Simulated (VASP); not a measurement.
# Te (C2/m) in VASP: notebook

The runs below take Te through single point, with PBE.

All numbers are computed with VASP 6.6.1; they aren't measurements. Logs are shortened: lines on timing, memory, paths and dates and some standing lists are left out, and cuts for length are marked.

**1. Starting point**

Symmetry: C2/m, No. 12, monoclinic system. Conventional cell: a = 7.641 Å, b = 4.296 Å, c = 5.977 Å, α = 90.00°, β = 90.90°, γ = 90.00°. Te (site symmetry 2/m) has 6 Te at 3.09 to 3.31 Å as nearest neighbours. Te (site symmetry m) is surrounded by 6 Te at 3.03 to 3.47 Å.

This isn't the form of Te at room conditions, which is trigonal, of chains.

**2. Single point, PBE**

INCAR

```
ADDGRID = F
ALGO = Normal
EDIFF = 1E-6
ENCUT = 460
GGA = PE
ISIF = 2
ISMEAR = 0
LASPH = T
LCHARG = F
LREAL = F
LWAVE = F
NBANDS = 16
NELM = 100
PREC = Accurate
SIGMA = 0.05
```

KPOINTS

```
k-points
0
Gamma
  2 2 2
```

POSCAR

```
Te
1.0
    3.8202894285     -2.1482026000      0.0000000000
    3.8202894285      2.1482026000      0.0000000000
   -0.0942908673      0.0000000000      5.9760906531
Te
3
Direct
    0.0053760000      0.0030970000      0.0153300000
    0.3128830000      0.3144850000      0.3485460000
    0.7243610000      0.6723340000      0.6509690000
```

Potentials or basis: VASP PAW PBE potentials, release 64 (Te).

Command:

```
cat potpaw_PBE.64/Te/POTCAR > POTCAR
mpirun -np 1 vasp_std > vasp.out
```

OUTCAR:

```text
EDIFF = 1E-6
   ENCUT = 460
   GGA = PE
   ISIF = 2
   ISMEAR = 0
   LASPH = T
   LREAL = F
   NELM = 100
   PREC = Accurate

 Found      8 irreducible k-points:

 Following reciprocal coordinates:
            Coordinates               Weight
  0.000000  0.000000  0.000000      1.000000
  0.500000 -0.000000  0.000000      1.000000
 -0.000000  0.500000  0.000000      1.000000
  0.500000  0.500000  0.000000      1.000000
  0.000000  0.000000  0.500000      1.000000
  0.500000 -0.000000  0.500000      1.000000
   k-points           NKPTS =      8   k-points in BZ     NKDIM =      8   number of bands    NBANDS=     16
   number of dos      NEDOS =    301   number of ions     NIONS =      3
   total plane-waves  NPLWV =  43008
   dimension x,y,z NGX =    32 NGY =   32 NGZ =   42
   dimension x,y,z NGXF=    64 NGYF=   64 NGZF=   84
   ions per type =               3
   NGX,Y,Z   is equivalent  to a cutoff of  12.14, 12.14, 11.68 a.u.
   NGXF,Y,Z  is equivalent  to a cutoff of  24.28, 24.28, 23.36 a.u.
 SYSTEM =  unknown system
   PREC   = accura    normal or accurate (medium, high low for compatibility)
   ISTART =      0    job   : 0-new  1-cont  2-samecut
   ICHARG =      2    charge: 1-file 2-atom 10-const
   ISPIN  =      1    spin polarized calculation?
   LNONCOLLINEAR =      F non collinear calculations
   LSORBIT =      F    spin-orbit coupling
   LASPH  =      T    aspherical Exc in radial PAW
   ENCUT  =  460.0 eV  33.81 Ry    5.81 a.u.   7.66  7.66 10.45*2*pi/ulx,y,z
   NELM   =    100;   NELMIN=  2; NELMDL= -5     # of ELM steps
   EDIFF  = 0.1E-05   stopping-criterion for ELM
   LREAL  =      F    real-space projection
   EDIFFG = 0.1E-04   stopping-criterion for IOM
   NSW    =      0    number of steps for IOM
   IBRION =     -1    ionic relax: 0-MD 1-quasi-New 2-CG
   NFREE  =      0    steps in history (QN), initial steepest desc. (CG)
   ISIF   =      2    stress and relaxation
   ISYM   =      2    0-nonsym 1-usesym 2-fastsym
   POTIM  = 0.5000    time-step for ionic-motion
   TEBEG  =    0.0;   TEEND  =   0.0 temperature during run
   PSTRESS=    0.0 pullay stress
   NELECT =      18.0000    total number of electrons
   NUPDOWN=      -1.0000    fix difference up-down
   EMIN   =  10.00;   EMAX   =-10.00  energy-range for DOS
   EFERMI =   0.00;   METHOD = LEGACY
   ISMEAR =     0;   SIGMA  =   0.05  broadening in eV -4-tet -1-fermi 0-gaus
   EFERMI_NEDOS =   21; number of points for ismear=-14 and -15
   IALGO  =     38    algorithm
   IMIX   =      4    mixing-type and parameters
     AMIX     =   0.40;   BMIX     =  1.00
     AMIX_MAG =   1.60;   BMIX_MAG =  1.00
  volume/ion in A,a.u.               =      32.70       220.64
  Fermi-wavevector in a.u.,A,eV,Ry     =   0.930307  1.758025 11.775440  0.865470
  Thomas-Fermi vector in A             =   2.056681
   LORBIT       =      0    0 simple, 1 ext, 2 COOP (PROOUT), +10 PAW based schemes
   GGA     = PE    functional components
   LHFCALC =     F    Hartree Fock is set to
   AEXX    =    0.0000 exact exchange contribution
   IVDW    =     0    specifies the selected vdW correction
   LEPSILON=     F    determine dielectric tensor
   LRPA    =     F    only Hartree local field effects (RPA)
 non-spin polarized calculation
 Gauss-broadening in eV      SIGMA  =   0.05
  energy-cutoff  :      460.00
  volume of cell :       98.09
 maximum number of plane-waves:      2212
 NGX is ok and might be reduce to    32
   NGX = 15   NGY = 15   NGZ = 21

 number of electron      17.9999999 magnetization

 Free energy of the ion-electron system (eV)
  ---------------------------------------------------
  ext. energy  EPLUGINS =         0.00000000
  ---------------------------------------------------
  free energy    TOTEN  =        -8.16126416 eV

  energy without entropy =       -8.16090567  energy(sigma->0) =       -8.16108491

 E-fermi :   6.3070     XC(G=0):  -9.2420

 val. band max:        6.2205749425   @ k =  -0.0000   0.5000   0.5000
 cond. band min:       6.3933602193   @ k =   0.5000   0.5000   0.5000
 fundamental gap:      0.1727852767
 Fermi energy:         6.3070220413

 k-point     1 :       0.0000    0.0000    0.0000
  band No.  band energies     occupation
      1      -7.2967      2.00000
      2      -4.0833      2.00000
      3      -3.6939      2.00000
      4       3.4237      2.00000
      5       3.7016      2.00000
      6       4.3400      2.00000
      7       4.4342      2.00000
      8       4.8269      2.00000
      9       5.3116      2.00000
     10       7.3522      0.00000
     11       7.5289      0.00000
     12       8.0030      0.00000
     13      11.1017      0.00000
     14      11.8406      0.00000
     15      12.5342      0.00000
     16      12.6949      0.00000

 k-point     2 :       0.5000   -0.0000    0.0000
  band No.  band energies     occupation
      1      -5.6220      2.00000
      2      -5.1249      2.00000
      3      -3.6768      2.00000
      4       1.6135      2.00000
      5       1.7780      2.00000
      6       2.4171      2.00000
      7       2.9102      2.00000
      8       5.8807      2.00000
      9       5.9519      2.00000
     10       6.6818      0.00000
     11       6.8790      0.00000
     12       8.8694      0.00000
     13      10.2721      0.00000
     14      14.1276      0.00000
     15      15.0988      0.00000
     16      15.2509      0.00000

 k-point     3 :      -0.0000    0.5000    0.0000
  band No.  band energies     occupation
      1      -5.6186      2.00000
      2      -5.2037      2.00000
      3      -3.5602      2.00000
      4       1.6012      2.00000
      5       1.8771      2.00000
      6       2.3858      2.00000
      7       2.8312      2.00000
      8       5.5962      2.00000
      9       5.7872      2.00000
     10       6.8044      0.00000
     11       7.1513      0.00000
     12       9.0392      0.00000
     13      10.1325      0.00000
     14      14.5043      0.00000
     15      14.8031      0.00000
     16      15.2837      0.00000

 k-point     4 :       0.5000    0.5000    0.0000
  band No.  band energies     occupation
      1      -6.1057      2.00000
      2      -4.6691      2.00000
      3      -3.6209      2.00000
      4       1.5935      2.00000
      5       2.1377      2.00000
      6       2.4021      2.00000
      7       2.4828      2.00000
      8       6.0173      2.00000
      9       6.1085      2.00000
     10       6.7127      0.00000
     11       6.9328      0.00000
     12       9.1976      0.00000
     13      10.0894      0.00000
     14      14.2844      0.00000
     15      15.2035      0.00000
     16      15.4807      0.00000

 k-point     5 :       0.0000    0.0000    0.5000
  band No.  band energies     occupation
      1      -6.7939      2.00000
      2      -5.8850      2.00000
      3      -1.8175      2.00000
      4       2.6751      2.00000
      5       3.5286      2.00000
      6       3.9090      2.00000
      7       5.1600      2.00000
      8       5.7860      2.00000
      9       6.0912      2.00000
     10       6.1713      1.99988
     11       6.6240      0.00000
     12       6.7690      0.00000
     13      10.3352      0.00000
     14      11.4859      0.00000
     15      11.5344      0.00000
     16      13.5257      0.00000

 k-point     6 :       0.5000   -0.0000    0.5000
  band No.  band energies     occupation
      1      -5.4295      2.00000
      2      -5.0361      2.00000
      3      -4.1100      2.00000
      4       0.5596      2.00000
      5       2.7916      2.00000
      6       3.0890      2.00000
      7       3.4956      2.00000
      8       4.0224      2.00000
      9       6.0550      2.00000
     10       7.1672      0.00000
     11       8.5538      0.00000
     12       9.1443      0.00000
     13      10.9091      0.00000
     14      10.9947      0.00000
     15      14.1893      0.00000
     16      15.0548      0.00000

 [... further k-points ...]

------------------------ aborting loop because EDIFF is reached ----------------------------------------

  FORCE on cell =-STRESS in cart. coord.  units (eV):
  Direction    XX          YY          ZZ          XY          YZ          ZX
  --------------------------------------------------------------------------------------
  -------------------------------------------------------------------------------------
  Total        3.5375427      6.0372777     -3.2754199      0.8544699     -0.9376244     -2.2670920
  in kB       57.7821368     98.6127481    -53.5006296     13.9568899    -15.3151349    -37.0306265
  external PRESSURE =      34.2980851 kB  Pullay stress =       0.0000000 kB

 VOLUME and BASIS-vectors are now :
 -----------------------------------------------------------------------------
  energy-cutoff  :      460.00
  volume of cell :       98.09
      direct lattice vectors                 reciprocal lattice vectors
     3.820289429 -2.148202600  0.000000000     0.130880136 -0.232752721  0.002065029
     3.820289429  2.148202600  0.000000000     0.130880136  0.232752721  0.002065029
    -0.094290867  0.000000000  5.976090653     0.000000000  0.000000000  0.167333472

 POSITION                                       TOTAL-FORCE (eV/Angst)
 -----------------------------------------------------------------------------------
      0.03092     -0.00490      0.09161         0.047009     -0.031700      0.449973
      2.36386      0.00344      2.08294        -0.811459      0.635900      0.622622
      5.27440     -0.11176      3.89025         0.764450     -0.604200     -1.072595
 -----------------------------------------------------------------------------------
    total drift:                                0.000054     -0.000016     -0.000014

  FREE ENERGIE OF THE ION-ELECTRON SYSTEM (eV)
  ---------------------------------------------------
  free  energy   TOTEN  =        -8.1612641598 eV

  energy  without entropy=       -8.1609056694  energy(sigma->0) =       -8.16108491
```

Wall time 11 s (1 thread of AMD EPYC 7R13 (Zen 3), shared host); peak memory 0.15 GiB.

These settings aren't checked as converged: the numbers below hold their error.

What came out:

| Quantity | Value |
| --- | --- |
| Free energy | -8.1613 eV |
| Pressure | 3.4 GPa |
| Largest force | 1.449 eV/Å |
| Band gap on the k mesh | none (metal or under the smearing width) |

Caveat: the k mesh is coarse (spacing up to 0.84 Å⁻¹), so the values aren't converged.

**3. Single point, PBE**

INCAR, as its differences from that of step 2:

```diff
@@ -3,3 +3,3 @@
 EDIFF = 1E-6
-ENCUT = 460
+ENCUT = 280
 GGA = PE
```

KPOINTS

```
k-points
0
Gamma
  3 3 2
```

POSCAR

```
Te
1.0
    3.8202894285     -2.1482026000      0.0000000000
    3.8202894285      2.1482026000      0.0000000000
   -0.0942908673      0.0000000000      5.9760906531
Te
3
Direct
    0.0000000000      0.0000000000      0.0000000000
    0.3094466100      0.3094466100      0.3388094900
    0.6905533900      0.6905533900      0.6611905100
```

Potentials or basis: VASP PAW PBE potentials, release 64 (Te).

Command:

```
cat potpaw_PBE.64/Te/POTCAR > POTCAR
mpirun -np 1 vasp_std > vasp.out
```

It took 5.9 s on 1 thread of AMD EPYC 7R13 (Zen 3), shared host; peak memory 0.11 GiB.

The run converged, but some of its settings lie outside the range that counts as converged, so its numbers aren't taken as properties of the crystal.

What came out:

* Free energy: -8.9567 eV
* Pressure: 1.4 GPa
* Largest force: 0.346 eV/Å
* Band gap on the k mesh: none (metal or under the smearing width)

Caveat: the k mesh is coarse (spacing up to 0.56 Å⁻¹), so the values aren't converged.

**4. Single point, PBE**

INCAR is that of step 3.

KPOINTS is that of step 3.

POSCAR

```
Te
1.0
    3.8202894285     -2.1482026000      0.0000000000
    3.8202894285      2.1482026000      0.0000000000
   -0.0942908673      0.0000000000      5.9760906531
Te
3
Direct
    0.0053760000      0.0030970000      0.0153300000
    0.3128830000      0.3144850000      0.3485460000
    0.7243610000      0.6723340000      0.6509690000
```

Potentials or basis: VASP PAW PBE potentials, release 64 (Te).

Command:

```
cat potpaw_PBE.64/Te/POTCAR > POTCAR
mpirun -np 1 vasp_std > vasp.out
```

OUTCAR:

```text
EDIFF = 1E-6
   ENCUT = 280
   GGA = PE
   ISIF = 2
   ISMEAR = 0
   LASPH = T
   LREAL = F
   NELM = 100
   PREC = Accurate

 Found     10 irreducible k-points:

 Following reciprocal coordinates:
            Coordinates               Weight
  0.000000  0.000000  0.000000      1.000000
  0.333333 -0.000000 -0.000000      2.000000
  0.000000 -0.333333  0.000000      2.000000
  0.333333  0.333333  0.000000      2.000000
 -0.333333  0.333333  0.000000      2.000000
  0.000000  0.000000  0.500000      1.000000
   k-points           NKPTS =     10   k-points in BZ     NKDIM =     10   number of bands    NBANDS=     16
   number of dos      NEDOS =    301   number of ions     NIONS =      3
   total plane-waves  NPLWV =  20736
   dimension x,y,z NGX =    24 NGY =   24 NGZ =   36
   dimension x,y,z NGXF=    48 NGYF=   48 NGZF=   72
   ions per type =               3
   NGX,Y,Z   is equivalent  to a cutoff of   9.10,  9.10, 10.01 a.u.
   NGXF,Y,Z  is equivalent  to a cutoff of  18.21, 18.21, 20.03 a.u.
 SYSTEM =  unknown system
   PREC   = accura    normal or accurate (medium, high low for compatibility)
   ISTART =      0    job   : 0-new  1-cont  2-samecut
   ICHARG =      2    charge: 1-file 2-atom 10-const
   ISPIN  =      1    spin polarized calculation?
   LNONCOLLINEAR =      F non collinear calculations
   LSORBIT =      F    spin-orbit coupling
   LASPH  =      T    aspherical Exc in radial PAW
   ENCUT  =  280.0 eV  20.58 Ry    4.54 a.u.   5.98  5.98  8.15*2*pi/ulx,y,z
   NELM   =    100;   NELMIN=  2; NELMDL= -5     # of ELM steps
   EDIFF  = 0.1E-05   stopping-criterion for ELM
   LREAL  =      F    real-space projection
   EDIFFG = 0.1E-04   stopping-criterion for IOM
   NSW    =      0    number of steps for IOM
   IBRION =     -1    ionic relax: 0-MD 1-quasi-New 2-CG
   NFREE  =      0    steps in history (QN), initial steepest desc. (CG)
   ISIF   =      2    stress and relaxation
   ISYM   =      2    0-nonsym 1-usesym 2-fastsym
   POTIM  = 0.5000    time-step for ionic-motion
   TEBEG  =    0.0;   TEEND  =   0.0 temperature during run
   PSTRESS=    0.0 pullay stress
   NELECT =      18.0000    total number of electrons
   NUPDOWN=      -1.0000    fix difference up-down
   EMIN   =  10.00;   EMAX   =-10.00  energy-range for DOS
   EFERMI =   0.00;   METHOD = LEGACY
   ISMEAR =     0;   SIGMA  =   0.05  broadening in eV -4-tet -1-fermi 0-gaus
   EFERMI_NEDOS =   21; number of points for ismear=-14 and -15
   IALGO  =     38    algorithm
   IMIX   =      4    mixing-type and parameters
     AMIX     =   0.40;   BMIX     =  1.00
     AMIX_MAG =   1.60;   BMIX_MAG =  1.00
  volume/ion in A,a.u.               =      32.70       220.64
  Fermi-wavevector in a.u.,A,eV,Ry     =   0.930307  1.758025 11.775440  0.865470
  Thomas-Fermi vector in A             =   2.056681
   LORBIT       =      0    0 simple, 1 ext, 2 COOP (PROOUT), +10 PAW based schemes
   GGA     = PE    functional components
   LHFCALC =     F    Hartree Fock is set to
   AEXX    =    0.0000 exact exchange contribution
   IVDW    =     0    specifies the selected vdW correction
   LEPSILON=     F    determine dielectric tensor
   LRPA    =     F    only Hartree local field effects (RPA)
 non-spin polarized calculation
 Gauss-broadening in eV      SIGMA  =   0.05
  energy-cutoff  :      280.00
  volume of cell :       98.09
 maximum number of plane-waves:      1047
   NGX = 11   NGY = 11   NGZ = 17

 number of electron      17.9999995 magnetization

 Free energy of the ion-electron system (eV)
  ---------------------------------------------------
  ext. energy  EPLUGINS =         0.00000000
  ---------------------------------------------------
  free energy    TOTEN  =        -8.98648252 eV

  energy without entropy =       -8.98281985  energy(sigma->0) =       -8.98465118

 E-fermi :   6.5768     XC(G=0):  -9.2636

 val. band max:        6.1823665869   @ k =  -0.3333   0.3333   0.5000
 cond. band min:       6.5800285033   @ k =  -0.3333   0.3333   0.5000
 fundamental gap:      0.3976619163
 Fermi energy:         6.5768167295

 k-point     1 :       0.0000    0.0000    0.0000
  band No.  band energies     occupation
      1      -7.3379      2.00000
      2      -4.1332      2.00000
      3      -3.6954      2.00000
      4       3.3689      2.00000
      5       3.7065      2.00000
      6       4.3111      2.00000
[... 8 lines left out ...]
     15      12.5060      0.00000
     16      12.6805      0.00000
[... 77 lines left out ...]
 k-point     6 :       0.0000    0.0000    0.5000
  band No.  band energies     occupation
      1      -6.8513      2.00000
      2      -5.8927      2.00000
      3      -1.8497      2.00000
      4       2.6678      2.00000
      5       3.4682      2.00000
      6       3.8932      2.00000
[... 8 lines left out ...]
     15      11.4998      0.00000
     16      13.4913      0.00000

 [... further k-points ...]

------------------------ aborting loop because EDIFF is reached ----------------------------------------

  FORCE on cell =-STRESS in cart. coord.  units (eV):
  Direction    XX          YY          ZZ          XY          YZ          ZX
  --------------------------------------------------------------------------------------
  -------------------------------------------------------------------------------------
  Total        1.0989419      2.2723393      0.0312236      0.1815659      0.0130585     -0.7933508
  in kB       17.9500907     37.1163357      0.5100052      2.9656935      0.2132974    -12.9585722
  external PRESSURE =      18.5254772 kB  Pullay stress =       0.0000000 kB

 VOLUME and BASIS-vectors are now :
 -----------------------------------------------------------------------------
  energy-cutoff  :      280.00
  volume of cell :       98.09
      direct lattice vectors                 reciprocal lattice vectors
     3.820289429 -2.148202600  0.000000000     0.130880136 -0.232752721  0.002065029
     3.820289429  2.148202600  0.000000000     0.130880136  0.232752721  0.002065029
    -0.094290867  0.000000000  5.976090653     0.000000000  0.000000000  0.167333472

 POSITION                                       TOTAL-FORCE (eV/Angst)
 -----------------------------------------------------------------------------------
      0.03092     -0.00490      0.09161         0.099514     -0.054321      0.165301
      2.36386      0.00344      2.08294        -0.253631      0.202957     -0.160267
      5.27440     -0.11176      3.89025         0.154117     -0.148636     -0.005033
 -----------------------------------------------------------------------------------
    total drift:                                0.000056      0.000149      0.000098

  FREE ENERGIE OF THE ION-ELECTRON SYSTEM (eV)
  ---------------------------------------------------
  free  energy   TOTEN  =        -8.9864825220 eV

  energy  without entropy=       -8.9828198452  energy(sigma->0) =       -8.98465118
```

Wall time 6.5 s (1 thread of AMD EPYC 7R13 (Zen 3), shared host); peak memory 0.11 GiB.

The run converged, but some of its settings lie outside the range that counts as converged, so its numbers aren't taken as properties of the crystal.

Results:

```yaml
Free_energy: -8.9865 eV
Pressure: 1.9 GPa
Largest_force: 0.362 eV/Å
Band_gap_on_the_k_mesh: none (metal or under the smearing width)
```

Caveat: the k mesh is coarse (spacing up to 0.56 Å⁻¹), so the values aren't converged.

**5. The reference run**

An earlier run on the cell as given: functional PBE; potentials or basis VASP PAW PBE potentials, release 64 (Te); cutoff 520 eV; k mesh 7 × 7 × 5; occupations fermi-dirac, width 0.05 eV; no spin polarisation.

- Pressure: 0.6 GPa
- Largest force: 0.110 eV/Å
- Band gap on the k mesh: 0.03 eV, indirect (least direct gap 0.20 eV)
